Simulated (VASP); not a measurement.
# TiN (Fm-3m) in VASP: notebook

Runs on TiN. Level: PBE. Tasks: optical spectrum.

Program: VASP 6.6.1. These are calculated values, not measurements. Logs are shortened: lines on timing, memory, paths and dates and some standing lists are left out, and cuts for length are marked.

**1. The crystal as given**

The structure is cubic, space group Fm-3m (No. 225). Conventional cell: a = 4.240 Å, b = 4.240 Å, c = 4.240 Å, α = 90.00°, β = 90.00°, γ = 90.00°. Ti (site symmetry m-3m) has 6 N at 2.12 Å as nearest neighbours. Around N (site symmetry m-3m) lie 6 Ti at 2.12 Å.

The cell was built by a generator and isn't the measured one.

**2. Optical spectrum, PBE**

Input file INCAR:

```
SYSTEM = TiN
PREC = Accurate
ENCUT = 520
EDIFF = 1E-6
ISMEAR = -1
SIGMA = 0.05
LREAL = .False.
LASPH = .True.
NELM = 100
ALGO = Fast
ISIF = 2
LWAVE = .False.
LCHARG = .False.
GGA = PE
LOPTICS = .True.
NBANDS = 32
NEDOS = 1000
CSHIFT = 0.1
```

Input file KPOINTS:

```
Automatic mesh
0
Gamma
  12 12 12
  0 0 0
```

Input file POSCAR:

```
TiN
1.0
    0.0000000000      2.1200000000      2.1200000000
    2.1200000000      0.0000000000      2.1200000000
    2.1200000000      2.1200000000      0.0000000000
Ti N
1 1
Direct
    0.0000000000      0.0000000000      0.0000000000
    0.5000000000      0.5000000000      0.5000000000
```

Potentials or basis: VASP PAW PBE potentials, release 64 (Ti_sv, N).

Started as:

```console
$ cat potpaw_PBE.64/Ti_sv/POTCAR potpaw_PBE.64/N/POTCAR > POTCAR
$ mpirun -np 1 vasp_std > vasp.out
```

OUTCAR:

```text
SYSTEM = TiN
   PREC = Accurate
   ENCUT = 520
   EDIFF = 1E-6
   ISMEAR = -1
   LREAL = .False.
   LASPH = .True.
   NELM = 100
   ISIF = 2
   GGA = PE

 ion  position               nearest neighbor table
   1  0.000  0.000  0.000-   2 2.12   2 2.12   2 2.12   2 2.12   2 2.12   2 2.12
   2  0.500  0.500  0.500-   1 2.12   1 2.12   1 2.12   1 2.12   1 2.12   1 2.12

  LATTYP: Found a face centered cubic cell.
 ALAT       =     4.2400000000

  Lattice vectors:

 A1 = (   0.0000000000,   2.1200000000,   2.1200000000)
 A2 = (   2.1200000000,   0.0000000000,   2.1200000000)
 A3 = (   2.1200000000,   2.1200000000,   0.0000000000)

Analysis of symmetry for initial positions (statically):
=====================================================================
 Subroutine PRICEL returns:
 Original cell was already a primitive cell.

 Routine SETGRP: Setting up the symmetry group for a
 face centered cubic supercell.

 Subroutine GETGRP returns: Found 48 space group operations
 (whereof 48 operations were pure point group operations)
 out of a pool of 48 trial point group operations.

The static configuration has the point symmetry O_h .

Analysis of symmetry for dynamics (positions and initial velocities):
=====================================================================
 Subroutine PRICEL returns:
 Original cell was already a primitive cell.

 Routine SETGRP: Setting up the symmetry group for a
 face centered cubic supercell.

 Subroutine GETGRP returns: Found 48 space group operations
 (whereof 48 operations were pure point group operations)
 out of a pool of 48 trial point group operations.

The dynamic configuration has the point symmetry O_h .

 Subroutine INISYM returns: Found 48 space group operations
 (whereof 48 operations are pure point group operations),
 and found     1 'primitive' translations

----------------------------------------------------------------------------------------

                                     Primitive cell

  volume of cell :      19.0563

  direct lattice vectors                    reciprocal lattice vectors
     0.000000000  2.120000000  2.120000000    -0.235849057  0.235849057  0.235849057
     2.120000000  0.000000000  2.120000000     0.235849057 -0.235849057  0.235849057
     2.120000000  2.120000000  0.000000000     0.235849057  0.235849057 -0.235849057

  length of vectors
     2.998132752  2.998132752  2.998132752     0.408502549  0.408502549  0.408502549

  position of ions in fractional coordinates (direct lattice)
     0.000000000  0.000000000  0.000000000
     0.500000000  0.500000000  0.500000000

  ion indices of the primitive-cell ions
   primitive index   ion index
                 1           1
                 2           2

----------------------------------------------------------------------------------------

 KPOINTS: Automatic mesh

Automatic generation of k-mesh.
 Grid dimensions read from file:
 generate k-points for:   12   12   12

 Generating k-lattice:

  Cartesian coordinates                     Fractional coordinates (reciprocal lattice)
[... 75 lines left out ...]
   ISMEAR =    -1;   SIGMA  =   0.05  broadening in eV -4-tet -1-fermi 0-gaus
   EFERMI_NEDOS =   21; number of points for ismear=-14 and -15
   IALGO  =     68    algorithm
   IMIX   =      4    mixing-type and parameters
     AMIX     =   0.40;   BMIX     =  1.00
     AMIX_MAG =   1.60;   BMIX_MAG =  1.00
  volume/ion in A,a.u.               =       9.53        64.30
  Fermi-wavevector in a.u.,A,eV,Ry     =   1.575960  2.978133 33.792122  2.483651
  Thomas-Fermi vector in A             =   2.676865
   LORBIT       =      0    0 simple, 1 ext, 2 COOP (PROOUT), +10 PAW based schemes
   GGA     = PE    functional components
   LHFCALC =     F    Hartree Fock is set to
   AEXX    =    0.0000 exact exchange contribution
   IVDW    =     0    specifies the selected vdW correction
   LEPSILON=     F    determine dielectric tensor
   LRPA    =     F    only Hartree local field effects (RPA)
 non-spin polarized calculation
 RMM-DIIS sequential band-by-band and
  energy-cutoff  :      520.00
  volume of cell :       19.06
 maximum number of plane-waves:       532
 NGX is ok and might be reduce to    24
   NGX = 11   NGY = 11   NGZ = 11

 number of electron      17.0000002 magnetization

 Free energy of the ion-electron system (eV)
  ---------------------------------------------------
  ext. energy  EPLUGINS =         0.00000000
  ---------------------------------------------------
  free energy    TOTEN  =       -19.64068408 eV

  energy without entropy =      -19.63400739  energy(sigma->0) =      -19.63734573

 E-fermi :  11.4229     XC(G=0): -13.0271

 val. band max:       11.4151950991   @ k =   0.1667   0.0000   0.0000
 cond. band min:      11.4522290229   @ k =   0.0833   0.0833   0.0000
 fundamental gap:      0.0370339238
 Fermi energy:        11.4229164928

 k-point     1 :       0.0000    0.0000    0.0000
  band No.  band energies     occupation
      1     -46.4107      2.00000
      2     -22.3890      2.00000
      3     -22.3890      2.00000
      4     -22.3890      2.00000
      5      -5.6429      2.00000
      6       9.4219      2.00000
[... 541 lines left out ...]
     19      34.9201      0.00000
     20      37.7131      0.00000

 [... further k-points ...]

 [bands above 20 left out]

------------------------ aborting loop because EDIFF is reached ----------------------------------------

  FORCE on cell =-STRESS in cart. coord.  units (eV):
  Direction    XX          YY          ZZ          XY          YZ          ZX
  --------------------------------------------------------------------------------------
  -------------------------------------------------------------------------------------
  Total        0.2197271      0.2197271      0.2197271      0.0000000      0.0000000     -0.0000000
  in kB       18.4738207     18.4738207     18.4738207      0.0000000      0.0000000     -0.0000000
  external PRESSURE =      18.4738207 kB  Pullay stress =       0.0000000 kB

 VOLUME and BASIS-vectors are now :
 -----------------------------------------------------------------------------
  energy-cutoff  :      520.00
  volume of cell :       19.06
      direct lattice vectors                 reciprocal lattice vectors
     0.000000000  2.120000000  2.120000000    -0.235849057  0.235849057  0.235849057
     2.120000000  0.000000000  2.120000000     0.235849057 -0.235849057  0.235849057
     2.120000000  2.120000000  0.000000000     0.235849057  0.235849057 -0.235849057

 POSITION                                       TOTAL-FORCE (eV/Angst)
 -----------------------------------------------------------------------------------
      0.00000      0.00000      0.00000        -0.000000     -0.000000     -0.000000
      2.12000      2.12000      2.12000         0.000000      0.000000      0.000000
 -----------------------------------------------------------------------------------
    total drift:                                0.000000     -0.000000     -0.000000

  FREE ENERGIE OF THE ION-ELECTRON SYSTEM (eV)
  ---------------------------------------------------
  free  energy   TOTEN  =       -19.6406840771 eV

  energy  without entropy=      -19.6340073913  energy(sigma->0) =      -19.63734573

 electrical conductivity sigma (Mega S m-1) (frequency dependency in vasprun.xml)
  --------------------------------------------------------------------------------------
         NaN         NaN         NaN
         NaN         NaN         NaN
         NaN         NaN         NaN

  frequency dependent IMAGINARY DIELECTRIC FUNCTION (independent particle, no local field effects) density-density
     E(ev)      X         Y         Z        XY        YZ        ZX
  --------------------------------------------------------------------------------------------------------------
     0.00000     0.01289     0.01289     0.01289    -0.00000    -0.00000     0.00000
     1.34339     2.93639     2.93639     2.93639     0.00000    -0.00000    -0.00000
     2.68678     3.02622     3.02622     3.02622     0.00000    -0.00000    -0.00000
     4.03018     6.18541     6.18541     6.18541    -0.00000    -0.00000     0.00000
     5.37357     9.52417     9.52417     9.52417    -0.00000     0.00000    -0.00000
     6.71696     8.49245     8.49245     8.49245     0.00000     0.00000    -0.00000
[... 92 lines left out ...]
   131.65246     0.00000     0.00000     0.00000     0.00000     0.00000    -0.00000
   132.99585     0.00000     0.00000     0.00000     0.00000     0.00000    -0.00000

  frequency dependent      REAL DIELECTRIC FUNCTION (independent particle, no local field effects) density-density
     E(ev)        X           Y           Z          XY          YZ          ZX
  --------------------------------------------------------------------------------------------------------------
     0.00000    63.89896    63.89896    63.89896    -0.00000    -0.00000     0.00000
     1.34339     5.23698     5.23698     5.23698     0.00000     0.00000    -0.00000
     2.68678     8.88794     8.88794     8.88794     0.00000     0.00000    -0.00000
     4.03018     7.20997     7.20997     7.20997    -0.00000    -0.00000    -0.00000
     5.37357     5.20200     5.20200     5.20200     0.00000    -0.00000    -0.00000
     6.71696     0.47024     0.47024     0.47024    -0.00000    -0.00000     0.00000
[... 92 lines left out ...]
   131.65246     0.94951     0.94951     0.94951     0.00000    -0.00000    -0.00000
   132.99585     0.95060     0.95060     0.95060     0.00000    -0.00000    -0.00000

  frequency dependent IMAGINARY DIELECTRIC FUNCTION (independent particle, no local field effects) current-current
     E(ev)      X         Y         Z        XY        YZ        ZX
  --------------------------------------------------------------------------------------------------------------
     0.00000    65.67247    65.67247    65.67247    -0.00000    -0.00000    -0.00000
     1.34339     3.11910     3.11910     3.11910    -0.00000    -0.00000     0.00000
     2.68678     2.98675     2.98675     2.98675    -0.00000    -0.00000     0.00000
     4.03018     6.17224     6.17224     6.17224    -0.00000    -0.00000     0.00000
     5.37357     9.43341     9.43341     9.43341     0.00000     0.00000    -0.00000
     6.71696     8.47130     8.47130     8.47130    -0.00000     0.00000    -0.00000
[... 92 lines left out ...]
   131.65246    -0.00000    -0.00000    -0.00000    -0.00000    -0.00000    -0.00000
   132.99585    -0.00000    -0.00000    -0.00000    -0.00000    -0.00000    -0.00000

  frequency dependent      REAL DIELECTRIC FUNCTION (independent particle, no local field effects) current-current
     E(ev)        X           Y           Z          XY          YZ          ZX
  --------------------------------------------------------------------------------------------------------------
     0.00000    22.75092    22.75092    22.75092     0.00000     0.00000    -0.00000
     1.34339     4.93667     4.93667     4.93667    -0.00000    -0.00000     0.00000
     2.68678     8.70267     8.70267     8.70267    -0.00000    -0.00000     0.00000
     4.03018     6.90777     6.90777     6.90777    -0.00000    -0.00000     0.00000
     5.37357     4.85035     4.85035     4.85035     0.00000    -0.00000    -0.00000
     6.71696     0.21150     0.21150     0.21150     0.00000     0.00000    -0.00000
[... 92 lines left out ...]
   131.65246     0.94953     0.94953     0.94953    -0.00000    -0.00000    -0.00000
   132.99585     0.95062     0.95062     0.95062    -0.00000    -0.00000    -0.00000
```

Run time: 38 s. Hardware: 1 thread of Intel Xeon Platinum 8488C (Sapphire Rapids), shared host; peak memory 0.2 GiB.

What came out:

```
Free energy            : -19.6407 eV
Pressure               : 1.8 GPa
Band gap on the k mesh : none (metal or under the smearing width)
```

Dielectric function (mean over the directions given):
| energy (eV) | real part | imaginary part |
| --- | --- | --- |
| 0.27 | 51.52 | 55.97 |
| 0.67 | -10.56 | 7.48 |
| 1.21 | 4.14 | 2.07 |
| 1.75 | 5.74 | 1.37 |
| 2.15 | 8.33 | 1.48 |
| 2.69 | 8.89 | 3.03 |
| 3.22 | 9.93 | 5.83 |
| 3.76 | 8.53 | 9.35 |
| 4.16 | 7.41 | 5.74 |
| 4.70 | 8.46 | 8.03 |
| 5.24 | 6.30 | 12.26 |
| 5.78 | 4.70 | 10.86 |
| 6.18 | 2.81 | 9.54 |
| 6.72 | 0.47 | 8.49 |
| 7.25 | 0.27 | 6.12 |
| 7.79 | -0.76 | 8.58 |
| 8.19 | -0.67 | 8.05 |
| 8.73 | -1.49 | 6.62 |
| 9.27 | -2.00 | 4.73 |
| 9.81 | -2.83 | 4.02 |
| 10.21 | -2.43 | 2.59 |
| 10.75 | -1.65 | 1.41 |
| 11.28 | -0.74 | 1.29 |
| 11.82 | 0.13 | 0.75 |
| 12.22 | 0.89 | 1.77 |
| 12.76 | 0.73 | 1.77 |
| 13.30 | 0.48 | 3.29 |
| 13.84 | 0.26 | 1.76 |
| 14.24 | -0.09 | 3.11 |
| 14.78 | -0.16 | 1.38 |
| 15.31 | 0.44 | 1.28 |
| 15.85 | 0.54 | 0.59 |
| 16.25 | 1.32 | 1.01 |
| 16.79 | 1.43 | 1.56 |
| 17.33 | 0.77 | 2.75 |
| 17.87 | -0.15 | 1.81 |
| 18.27 | 0.30 | 1.49 |
| 18.81 | 0.24 | 1.90 |
| 19.34 | -0.14 | 1.83 |
| 19.88 | -0.18 | 1.32 |

Caveat: spectra need much finer meshes, so this one isn't converged; independent-particle spectra lack excitons; the intraband (Drude) part of a metal's response may be missing.

**3. Optical spectrum, PBE**

INCAR is that of step 2.

Input file KPOINTS:

```
Automatic mesh
0
Gamma
  20 20 20
  0 0 0
```

POSCAR is that of step 2.

Potentials or basis: VASP PAW PBE potentials, release 64 (Ti_sv, N).

Started as:

```console
$ cat potpaw_PBE.64/Ti_sv/POTCAR potpaw_PBE.64/N/POTCAR > POTCAR
$ mpirun -np 1 vasp_std > vasp.out
```

OUTCAR:

```text
SYSTEM = TiN
   PREC = Accurate
   ENCUT = 520
   EDIFF = 1E-6
   ISMEAR = -1
   LREAL = .False.
   LASPH = .True.
   NELM = 100
   ISIF = 2
   GGA = PE

 ion  position               nearest neighbor table
   1  0.000  0.000  0.000-   2 2.12   2 2.12   2 2.12   2 2.12   2 2.12   2 2.12
   2  0.500  0.500  0.500-   1 2.12   1 2.12   1 2.12   1 2.12   1 2.12   1 2.12
[... 896 lines left out ...]
     4.05155     8.07542     8.07542     8.07542    -0.00000    -0.00000    -0.00000
     5.40207     5.33655     5.33655     5.33655    -0.00000    -0.00000     0.00000
     6.75259     0.12752     0.12752     0.12752    -0.00000    -0.00000    -0.00000
[... 92 lines left out ...]
   132.35077     0.95022     0.95022     0.95022     0.00000     0.00000     0.00000
   133.70129     0.95129     0.95129     0.95129     0.00000     0.00000     0.00000

  frequency dependent IMAGINARY DIELECTRIC FUNCTION (independent particle, no local field effects) current-current
     E(ev)      X         Y         Z        XY        YZ        ZX
  --------------------------------------------------------------------------------------------------------------
     0.00000    73.32461    73.32461    73.32461    -0.00000    -0.00000     0.00000
     1.35052     2.02983     2.02983     2.02983    -0.00000     0.00000    -0.00000
     2.70104     2.82158     2.82158     2.82158     0.00000     0.00000     0.00000
     4.05155     7.54113     7.54113     7.54113    -0.00000    -0.00000    -0.00000
     5.40207     9.77030     9.77030     9.77030     0.00000     0.00000     0.00000
     6.75259     8.88516     8.88516     8.88516     0.00000     0.00000    -0.00000
[... 92 lines left out ...]
   132.35077    -0.00000    -0.00000    -0.00000    -0.00000    -0.00000     0.00000
   133.70129    -0.00000    -0.00000    -0.00000    -0.00000    -0.00000     0.00000

  frequency dependent      REAL DIELECTRIC FUNCTION (independent particle, no local field effects) current-current
     E(ev)        X           Y           Z          XY          YZ          ZX
  --------------------------------------------------------------------------------------------------------------
     0.00000     5.00222     5.00222     5.00222     0.00000     0.00000    -0.00000
     1.35052     4.68806     4.68806     4.68806     0.00000     0.00000     0.00000
     2.70104     9.58114     9.58114     9.58114     0.00000     0.00000     0.00000
     4.05155     7.72694     7.72694     7.72694     0.00000     0.00000     0.00000
     5.40207     4.97394     4.97394     4.97394    -0.00000    -0.00000     0.00000
     6.75259    -0.13436    -0.13436    -0.13436     0.00000     0.00000     0.00000
[... 92 lines left out ...]
   132.35077     0.95024     0.95024     0.95024    -0.00000    -0.00000    -0.00000
   133.70129     0.95131     0.95131     0.95131    -0.00000    -0.00000    -0.00000
```

OSZICAR:

```text
N       E                     dE             d eps       ncg     rms          rms(c)
DAV:   1     0.146288249159E+03    0.14629E+03   -0.60301E+03 16848   0.631E+02
DAV:   2    -0.154541994388E+02   -0.16174E+03   -0.14832E+03 17672   0.221E+02
DAV:   3    -0.247201073305E+02   -0.92659E+01   -0.91351E+01 19632   0.520E+01
DAV:   4    -0.248082624529E+02   -0.88155E-01   -0.88133E-01 18104   0.516E+00
DAV:   5    -0.248085635832E+02   -0.30113E-03   -0.30113E-03 19328   0.289E-01    0.182E+01
RMM:   6    -0.201035943983E+02    0.47050E+01   -0.11496E+00 22586   0.587E+00    0.724E+00
RMM:   7    -0.196877716011E+02    0.41582E+00   -0.64202E-02 22574   0.118E+00    0.443E+00
RMM:   8    -0.197689106520E+02   -0.81139E-01   -0.79328E-02 24832   0.157E+00    0.333E+00
RMM:   9    -0.196394669401E+02    0.12944E+00   -0.20571E-02 23432   0.868E-01    0.408E-01
RMM:  10    -0.196404328251E+02   -0.96588E-03   -0.57517E-03 24774   0.463E-01    0.129E-01
RMM:  11    -0.196402784826E+02    0.15434E-03   -0.74839E-04 25143   0.170E-01    0.755E-02
RMM:  12    -0.196402972799E+02   -0.18797E-04   -0.10639E-04 25845   0.626E-02    0.267E-02
RMM:  13    -0.196402949204E+02    0.23595E-05   -0.27312E-05 25482   0.303E-02    0.681E-03
RMM:  14    -0.196402947722E+02    0.14824E-06   -0.36619E-06 22389   0.106E-02
   1 F= -.19640295E+02 E0= -.19637230E+02  d E =-.612915E-02
 imaginary and real dielectric function
```

Run time: 98 s. Hardware: 1 thread of Intel Xeon Platinum 8488C (Sapphire Rapids), shared host; peak memory 0.37 GiB.

What came out:

* Free energy: -19.6403 eV
* Pressure: 1.8 GPa
* Band gap on the k mesh: none (metal or under the smearing width)

Levels at points of the mesh, in eV from the Fermi level:
```tsv
k point	band 5	band 6	band 7	band 8	band 9	band 10	band 11	band 12	band 13	band 14
(0.00, 0.00, 0.00)	-17.11	-2.05	-2.05	-2.05	-0.62	-0.62	-0.62	0.58	0.58	5.42
(0.50, 0.00, 0.00)	-14.65	-8.09	-5.49	-5.49	1.68	1.68	2.35	5.73	5.73	6.08
(0.50, 0.50, 0.00)	-15.70	-5.84	-3.24	-3.24	-3.07	1.64	2.38	2.38	3.61	10.63
```

Dielectric function (mean over the directions given):
| energy (eV) | real part | imaginary part |
| --- | --- | --- |
| 0.27 | 27.15 | 51.26 |
| 0.95 | 4.34 | 8.11 |
| 1.62 | 6.62 | 1.75 |
| 2.30 | 8.64 | 2.04 |
| 2.97 | 10.45 | 3.20 |
| 3.65 | 8.99 | 4.75 |
| 4.32 | 7.82 | 5.70 |
| 5.00 | 7.59 | 9.56 |
| 5.67 | 4.84 | 9.75 |
| 6.35 | 2.83 | 10.85 |
| 7.02 | 0.63 | 6.98 |
| 7.70 | -0.53 | 8.06 |
| 8.37 | -1.16 | 6.77 |
| 9.05 | -1.98 | 5.40 |
| 9.72 | -2.69 | 4.27 |
| 10.40 | -2.15 | 2.37 |
| 11.07 | -1.10 | 0.91 |
| 11.75 | 0.18 | 0.71 |
| 12.42 | 0.66 | 1.72 |
| 13.10 | 0.60 | 2.01 |
| 13.78 | 0.19 | 2.46 |
| 14.45 | -0.08 | 1.73 |
| 15.13 | 0.16 | 1.27 |
| 15.80 | 0.56 | 1.06 |
| 16.48 | 1.34 | 1.21 |
| 17.15 | 1.11 | 2.91 |
| 17.83 | -0.17 | 1.89 |
| 18.50 | 0.27 | 1.54 |
| 19.18 | 0.02 | 1.94 |
| 19.99 | -0.17 | 1.34 |

Caveat: independent-particle spectra lack excitons; the intraband (Drude) part of a metal's response may be missing.

(Continued in part 2 of 2.)
